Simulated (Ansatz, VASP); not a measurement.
## One calculation of Ni, two programs

```xyz
1
Lattice="2.4129 0.0000 0.0000 -1.2065 2.0896 0.0000 0.0000 0.0000 2.3515" Properties=species:S:1:pos:R:3 pbc="T T T"
Ni    0.0000    0.0000    0.0000
```

Alike in both runs: functional PBE; k mesh 18 × 18 × 17; occupations fermi-dirac, width 0.1 eV; collinear spin.

Ansatz relaxed the structure, and its values are those at the end. VASP's run is a single point on that final structure, the one shown.

|  | VASP | Ansatz |
| --- | --- | --- |
| version | VASP 6.6.1 | Ansatz 0.2.0 |
| potentials or method | VASP PAW PBE potentials, release 64 (Ni) | PAW with Ansatz's default frozen-core files, scalar-relativistic |
| plane-wave cutoff (eV) | 520 | 420 |
| valence electrons in the cell | 10 | 18 |

Ansatz gave:

- pressure (GPa): 0.0
- net moment per atom (μB): 0.51
- size of the moment on the site where the two differ most (μB): 0.53

Q: Which values does VASP return?

A: Pressure (GPa): -0.2; net moment per atom (μB): 0.48; size of the moment on the site where the two differ most (μB): 0.49.

Site moments also hang on the region over which each program counts them. The two sets of potentials don't hold the same shells in valence.
